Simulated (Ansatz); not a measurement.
We consider rock-salt LiI, described by PBE (Ansatz, a first-principles code, PAW).

Numerical settings: plane-wave cutoff 520 eV, 10×10×10 k mesh, Fermi–Dirac smearing 0.01 eV, scalar-relativistic PAW data made under PBE.

On both sides of the equilibrium volume: at 26.720 Å³/atom the pressure is 0.42 GPa and the direct gap at Γ 4.336 eV; at 27.811 Å³/atom they are -0.37 GPa and 4.179 eV. The fitted bulk modulus is 19.8 GPa.

### Question
Work out the volume deformation potential of this gap and its pressure coefficient, in two ways.

### Answer
a_V = dE_g/d ln V = (4.179 − 4.336)/ln(27.811/26.720) = -3.92 eV. Since dP = −B d ln V, dE_g/dP = −a_V/B = 198 meV/GPa. Straight from the pressures: (4.336 − 4.179)/(0.42 − (-0.37)) = 199 meV/GPa. At this level and over this range the gap at Γ widens under pressure.

Spin–orbit coupling is not included; with these elements it can move the gap by several tenths of an eV or more.
